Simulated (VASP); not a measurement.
Crystal: Bi.

```xyz
2
Lattice="2.2675 1.3091 3.9380 -2.2675 1.3091 3.9380 0.0000 -2.6183 3.9380" Properties=species:S:1:pos:R:3 pbc="T T T"
Bi    0.0000    0.0000    9.0495
Bi    0.0000    0.0000    2.7645
```

Base run:

| Item | Value |
| --- | --- |
| Program | VASP 6.6.1 |
| Functional | r2SCAN |
| Potentials or basis | VASP PAW PBE potentials, release 64 (Bi_d) |
| Cutoff | 520 eV |
| k mesh | 8 × 8 × 8 |
| Occupations | gaussian, width 0.02 eV |
| Spin | no spin polarisation |

Its results: pressure 1.2 GPa; largest force 0.010 eV/Å.

Problem. The run is repeated on the same cell with these changes: functional from r2SCAN to PBE. What comes out?

Solution. Pressure 2.1 GPa; largest force 0.187 eV/Å.

Caveats: the PAW data sets were made with another functional, which shifts forces and pressure a little (some runs).

Not every run made on this cell is shown here.
